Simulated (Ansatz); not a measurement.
# BAs (F-43m) in Ansatz: further runs, part 2 of 2

Ansatz 0.2.0.

## (3) Single point, PBE-EpsX, 12.81 Å³/atom (volume scaled by 0.94)

Input file input.yaml:

```yaml
crystal:
  lattice:
    - [0.0, 2.3397414207, 2.3397414207]
    - [2.3397414207, 0.0, 2.3397414207]
    - [2.3397414207, 2.3397414207, 0.0]
  atoms:
    - { symbol: As, position: [0.75, 0.75, 0.75] }
    - { symbol: B, position: [0.0, 0.0, 0.0] }
hamiltonian:
  xc:
    exchange: pbe
    correlation: pbe
    exx: { coeff: inverse_dielectric }
  pseudopotentials: { kind: paw }
kpoints:
  mp_grid: { grid: [5, 5, 5] }
scf:
  occupations: { method: fermi_dirac, width: 0.05 }
output:
  forces: true
  stress: true
  eigenvalues: true
```

Potentials or basis: Ansatz PAW.

Run with:

```sh
> ansatz run input.yaml --threads 2 --pin off --max-ram 5632MiB --backend cpu --events-out ev --progress --plain --runs-dir out
```

Output:

```text
Warning: output.stress: scf.convergence.dr2_threshold = 1e-7 eV (the SCF's general default) is looser than the 2e-10 eV advised for a printed stress (1e-10 eV for each atom of the cell: 2). What an SCF threshold leaves in a stress goes as its square root, and in the free energy as the threshold itself, and one threshold admits the most on a small cell: of the crystals measured, under no hybrid functional and no lock of the moments, on runs that ended without the residual-converged pass, on stresses that held no estimate of that error, the worst erred by over 100 MPa in a component at 1e-7 eV an atom and by under 5 at 1e-10. Set scf.convergence.dr2_threshold to 2e-10 eV or tighter. The threshold is an SCF's pass mark: one that does not reach it within its budget of iterations ends unconverged, or closes short of it on a stop that the run arms, and scf.convergence.dr2_threshold's page says what that costs each kind of run
Warning: output.stress: scf.exx.energy_threshold = 1e-6 eV is looser than the 2e-8 eV advised for a stress under a hybrid functional (1e-8 eV for each atom of the cell: 2). Every SCF of the exchange loop can meet its threshold on dr2 while the loop round them stops early: no threshold on dr2 bounds what that leaves in the stress. Set scf.exx.energy_threshold to 2e-8 eV or tighter. The threshold is the loop's pass mark: a loop that does not reach it within its budget of cycles ends unconverged, and scf.exx.energy_threshold's page has the law
Warning: RAYON_NUM_THREADS=2 ignored (pool sized by the plan → 2); use --threads N
the fraction of exact exchange is that of a crystal of As1B1
Engine: ansatz 0.2.0, aarch64-unknown-linux-gnu
Pseudopotentials: kind: paw
Pseudopotential: As, paw, valence charge 15, recommended cutoff 420 eV (normal), As.paw.azcp
Pseudopotential: B, paw, valence charge 3, recommended cutoff 420 eV (normal), B.paw.azcp
Functional definition: unnamed
  parameter a_1 = 0.25
  exchange = (1 - a_1)*pbe_x + a_1*exact_x
  correlation = pbe_c
  a weight of exact exchange comes from the crystal, and the text's number only plans the run
Solving k-mesh 4×4×4 for the fraction of exact exchange
ε∞ on k-mesh 4×4×4 of a primitive cell, without crystal.supercell, crystal.defects and total_charge: xx 9.5533, yy 9.5533, zz 9.5533; 3/Tr ε∞, of that cell with its empty space = 0.10467622515547366; solved inside the basis of its states, on 6×6×6 points, each entry to 0.0432, at a least direct gap of 3.343 eV
Crystal: 2 atoms, lattice volume = 25.617 Å³
[... 58 lines left out ...]
  E_exx        = -31.121459  (= α·E_x^exact, valence–valence)
  E_paw        = -1895.024781  (= ΣΔE_a)
  E_vpaw       = 255.041069  (= ΣTr[D̂ρ^β])
  E_aug_tail   = 0.000004  (compensation charges beyond the density's cutoff)
  E_ewald      = -1761.738944
  E_core_change = -0.335374  (= ΣΔE_core)
  E_smearing   = -0.000000  (= −TS)
  E_closure    = 0.000000  (closes the sum)
  Σ components = -5012.561240   (vs F -5012.561240, Δ=0.00e0)
--- Forces (eV/Å), atoms counted from 1 ---
  atom   1  As    -0.00000000     0.00000000     0.00000000
  atom   2  B     -0.00000000     0.00000000     0.00000000
  max |Σ_I F_I| component: 6.74e-16 eV/Å
--- Stress (GPa, compression-positive) ---
       11.577285      -0.000000      -0.000000
       -0.000000      11.577285       0.000000
       -0.000000       0.000000      11.577285
  P = ⅓ Tr σ = 11.5773 GPa (115.773 kbar)
--- Band table (eV; the first three rows and the last of 10) ---
  k-point 0: bands = ["-25.5269", "-25.5269", "-25.5269", "-25.4968", "-25.4968", "-4.8417", "11.8550", "11.8550", "11.8550", "15.8444", "15.8444", "15.8444", "18.1464"]
  k-point 1: bands = ["-25.5254", "-25.5235", "-25.5235", "-25.4965", "-25.4965", "-4.1248", "7.7844", "10.8866", "10.8866", "16.0346", "17.0683", "17.0683", "20.3904"]
  k-point 2: bands = ["-25.5231", "-25.5197", "-25.5197", "-25.4943", "-25.4943", "-2.2256", "3.1509", "9.9587", "9.9587", "15.6379", "17.4532", "17.4532", "21.6815"]
  k-point 9: bands = ["-25.5245", "-25.5163", "-25.5087", "-25.5001", "-25.4928", "-0.6596", "3.5776", "5.7691", "7.2150", "17.0280", "18.0051", "19.0370", "22.9219"]
```

Run time: 12 s. Hardware: 2 threads of Arm Neoverse V2, shared host; peak memory 0.66 GiB.

What came out:

- Free energy: -5012.5612 eV
- Pressure: 11.6 GPa
- Band gap on the k mesh: 1.67 eV, indirect (least direct gap 3.99 eV)
- Share of exact exchange: 0.105

Caveat: the k mesh is coarse (spacing up to 0.47 Å⁻¹), so the values aren't converged, least of all with exact exchange; odd divisions of the mesh miss points on the zone boundary, where band edges often lie, so the gap on the mesh can be too wide; the PAW data sets come from PBE, with cores solved anew for the run's functional, which leaves a small shift of forces and pressure; the thresholds are loose for stress.

## (4) Single point, PBE-EpsX, 13.08 Å³/atom (volume scaled by 0.96)

input.yaml: that of step 3 with these lines changed.

```diff
@@ -2,5 +2,5 @@
   lattice:
-    - [0.0, 2.3397414207, 2.3397414207]
-    - [2.3397414207, 0.0, 2.3397414207]
-    - [2.3397414207, 2.3397414207, 0.0]
+    - [0.0, 2.3562190158, 2.3562190158]
+    - [2.3562190158, 0.0, 2.3562190158]
+    - [2.3562190158, 2.3562190158, 0.0]
   atoms:
@@ -22 +22,5 @@
   eigenvalues: true
+  write_density: true
+  write_potential: true
+  elf: true
+  volumetric_format: npy
```

Run with:

```sh
> ansatz run input.yaml --threads 2 --pin off --max-ram 5632MiB --backend cpu --events-out ev --progress --plain --runs-dir out
```

It took 12 s on 2 threads of Arm Neoverse V2, shared host; peak memory 0.66 GiB.

It converged, with:

```
Free energy             : -5012.5900 eV
Pressure                : 7.9 GPa
Band gap on the k mesh  : 1.69 eV, indirect (least direct gap 3.96 eV)
Share of exact exchange : 0.104
```

Caveat: the k mesh is coarse (spacing up to 0.46 Å⁻¹), so the values aren't converged, least of all with exact exchange; odd divisions of the mesh miss points on the zone boundary, where band edges often lie, so the gap on the mesh can be too wide; the PAW data sets come from PBE, with cores solved anew for the run's functional, which leaves a small shift of forces and pressure; the thresholds are loose for stress.

## (5) Single point, PBE-EpsX, 13.35 Å³/atom (volume scaled by 0.98)

input.yaml: that of step 4 with these lines changed.

```diff
@@ -2,5 +2,5 @@
   lattice:
-    - [0.0, 2.3562190158, 2.3562190158]
-    - [2.3562190158, 0.0, 2.3562190158]
-    - [2.3562190158, 2.3562190158, 0.0]
+    - [0.0, 2.3724693156, 2.3724693156]
+    - [2.3724693156, 0.0, 2.3724693156]
+    - [2.3724693156, 2.3724693156, 0.0]
   atoms:
@@ -22,5 +22 @@
   eigenvalues: true
-  write_density: true
-  write_potential: true
-  elf: true
-  volumetric_format: npy
```

Run with:

```sh
> ansatz run input.yaml --threads 2 --pin off --max-ram 5632MiB --backend cpu --events-out ev --progress --plain --runs-dir out
```

It took 13 s on 2 threads of Arm Neoverse V2, shared host; peak memory 0.67 GiB.

The run converged. Its results:

* Free energy: -5012.6065 eV
* Pressure: 4.5 GPa
* Band gap on the k mesh: 1.71 eV, indirect (least direct gap 3.92 eV)
* Share of exact exchange: 0.103

Caveat: the k mesh is coarse (spacing up to 0.46 Å⁻¹), so the values aren't converged, least of all with exact exchange; odd divisions of the mesh miss points on the zone boundary, where band edges often lie, so the gap on the mesh can be too wide; the PAW data sets come from PBE, with cores solved anew for the run's functional, which leaves a small shift of forces and pressure; the thresholds are loose for stress.

## (6) Single point, PBE-EpsX, 13.63 Å³/atom

input.yaml: that of step 5 with these lines changed.

```diff
@@ -2,5 +2,5 @@
   lattice:
-    - [0.0, 2.3724693156, 2.3724693156]
-    - [2.3724693156, 0.0, 2.3724693156]
-    - [2.3724693156, 2.3724693156, 0.0]
+    - [0.0, 2.3885, 2.3885]
+    - [2.3885, 0.0, 2.3885]
+    - [2.3885, 2.3885, 0.0]
   atoms:
@@ -22 +22,5 @@
   eigenvalues: true
+  write_density: true
+  write_potential: true
+  elf: true
+  volumetric_format: npy
```

Potentials or basis: Ansatz PAW.

Run with:

```sh
> ansatz run input.yaml --threads 2 --pin off --max-ram 5632MiB --backend cpu --events-out ev --progress --plain --runs-dir out
```

Wall time 13 s (2 threads of Arm Neoverse V2, shared host); peak memory 0.67 GiB.

The run converged. Its results:

```
Free energy             : -5012.6120 eV
Pressure                : 1.5 GPa
Band gap on the k mesh  : 1.72 eV, indirect (least direct gap 3.89 eV)
Share of exact exchange : 0.102
```

Caveat: the k mesh is coarse (spacing up to 0.46 Å⁻¹), so the values aren't converged, least of all with exact exchange; odd divisions of the mesh miss points on the zone boundary, where band edges often lie, so the gap on the mesh can be too wide; the PAW data sets come from PBE, with cores solved anew for the run's functional, which leaves a small shift of forces and pressure; the thresholds are loose for stress.

## (7) Single point, PBE-EpsX, 13.90 Å³/atom (volume scaled by 1.02)

input.yaml: that of step 6 with these lines changed.

```diff
@@ -2,5 +2,5 @@
   lattice:
-    - [0.0, 2.3885, 2.3885]
-    - [2.3885, 0.0, 2.3885]
-    - [2.3885, 2.3885, 0.0]
+    - [0.0, 2.4043183418, 2.4043183418]
+    - [2.4043183418, 0.0, 2.4043183418]
+    - [2.4043183418, 2.4043183418, 0.0]
   atoms:
@@ -22,5 +22 @@
   eigenvalues: true
-  write_density: true
-  write_potential: true
-  elf: true
-  volumetric_format: npy
```

Run with:

```sh
> ansatz run input.yaml --threads 2 --pin off --max-ram 5632MiB --backend cpu --events-out ev --progress --plain --runs-dir out
```

It took 13 s on 2 threads of Arm Neoverse V2, shared host; peak memory 0.67 GiB.

Results (log left out):

```yaml
Free_energy: -5012.6075 eV
Pressure: -1.2 GPa
Band_gap_on_the_k_mesh: 1.74 eV, indirect (least direct gap 3.86 eV)
Share_of_exact_exchange: 0.101
```

Caveat: the k mesh is coarse (spacing up to 0.45 Å⁻¹), so the values aren't converged, least of all with exact exchange; odd divisions of the mesh miss points on the zone boundary, where band edges often lie, so the gap on the mesh can be too wide; the PAW data sets come from PBE, with cores solved anew for the run's functional, which leaves a small shift of forces and pressure; the thresholds are loose for stress.

## (8) Single point, PBE-EpsX, 14.17 Å³/atom (volume scaled by 1.04)

input.yaml: that of step 7 with these lines changed.

```diff
@@ -2,5 +2,5 @@
   lattice:
-    - [0.0, 2.4043183418, 2.4043183418]
-    - [2.4043183418, 0.0, 2.4043183418]
-    - [2.4043183418, 2.4043183418, 0.0]
+    - [0.0, 2.419931236, 2.419931236]
+    - [2.419931236, 0.0, 2.419931236]
+    - [2.419931236, 2.419931236, 0.0]
   atoms:
@@ -22 +22,5 @@
   eigenvalues: true
+  write_density: true
+  write_potential: true
+  elf: true
+  volumetric_format: npy
```

Run with:

```sh
> ansatz run input.yaml --threads 2 --pin off --max-ram 5632MiB --backend cpu --events-out ev --progress --plain --runs-dir out
```

Wall time 13 s (2 threads of Arm Neoverse V2, shared host); peak memory 0.67 GiB.

The run converged. Its results:

```
Free energy             : -5012.5940 eV
Pressure                : -3.7 GPa
Band gap on the k mesh  : 1.75 eV, indirect (least direct gap 3.83 eV)
Share of exact exchange : 0.101
```

Caveat: the k mesh is coarse (spacing up to 0.45 Å⁻¹), so the values aren't converged, least of all with exact exchange; odd divisions of the mesh miss points on the zone boundary, where band edges often lie, so the gap on the mesh can be too wide; the PAW data sets come from PBE, with cores solved anew for the run's functional, which leaves a small shift of forces and pressure; the thresholds are loose for stress.

## (9) Single point, PBE-EpsX, 14.44 Å³/atom (volume scaled by 1.06)

input.yaml: that of step 8 with these lines changed.

```diff
@@ -2,5 +2,5 @@
   lattice:
-    - [0.0, 2.419931236, 2.419931236]
-    - [2.419931236, 0.0, 2.419931236]
-    - [2.419931236, 2.419931236, 0.0]
+    - [0.0, 2.4353452264, 2.4353452264]
+    - [2.4353452264, 0.0, 2.4353452264]
+    - [2.4353452264, 2.4353452264, 0.0]
   atoms:
```

Potentials or basis: Ansatz PAW.

Run with:

```sh
> ansatz run input.yaml --threads 2 --pin off --max-ram 5632MiB --backend cpu --events-out ev --progress --plain --runs-dir out
```

Run time: 13 s. Hardware: 2 threads of Arm Neoverse V2, shared host; peak memory 0.67 GiB.

Results (log left out):

| Item | Value |
| --- | --- |
| Free energy | -5012.5722 eV |
| Pressure | -5.9 GPa |
| Band gap on the k mesh | 1.76 eV, indirect (least direct gap 3.80 eV) |
| Share of exact exchange | 0.100 |

Caveat: the k mesh is coarse (spacing up to 0.45 Å⁻¹), so the values aren't converged, least of all with exact exchange; odd divisions of the mesh miss points on the zone boundary, where band edges often lie, so the gap on the mesh can be too wide; the PAW data sets come from PBE, with cores solved anew for the run's functional, which leaves a small shift of forces and pressure; the thresholds are loose for stress.

## (10) Equation of state, PBE-EpsX

This step only gathers the single runs of the series.

Results:

```
Equilibrium volume                      : 13.64 Å³/atom
Bulk modulus                            : 146 GPa
Pressure derivative of the bulk modulus : 4.0
```

Energy against volume, from the lowest point:
```
volume (Å³/atom)  energy (meV/atom)
          12.809              25.39
          13.081              11.00
          13.354               2.74
          13.626               0.00
          13.899               2.24
          14.171               9.02
          14.444              19.90
```

Caveat: the k mesh is coarse (spacing up to 0.46 Å⁻¹), so the values aren't converged, least of all with exact exchange; the PAW data sets were made with another functional, which shifts forces and pressure a little.
